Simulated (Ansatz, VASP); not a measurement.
## Two plane-wave programs on Pd

```
CELL_PARAMETERS angstrom
0.00000 1.92028 1.92028
1.92028 0.00000 1.92028
1.92028 1.92028 0.00000
ATOMIC_POSITIONS crystal
Pd 0.00000 0.00000 0.00000
```

Alike in both runs: task single point; functional LDA; k mesh 14 × 14 × 14; occupations gaussian, width 0.3 eV; collinear spin.

```csv
,VASP,Ansatz
version,VASP 6.6.1,Ansatz 0.2.0
potentials or method,"VASP PAW LDA potentials, release 64 (Pd)","plane waves (420 eV) with PAW, scalar-relativistic"
plane-wave cutoff (eV),520,420
valence electrons in the cell,10,18
```

Ansatz gave:

| Property | Result |
| --- | --- |
| pressure (GPa) | 0.4 |
| net moment per atom (μB) | 0.00 |

Task: What did VASP give for the same quantities?

Result: Pressure (GPa): 0.7; net moment per atom (μB): 0.00.

The two sets of potentials don't hold the same shells in valence. Ansatz warned: «pseudo_functional_mismatch».
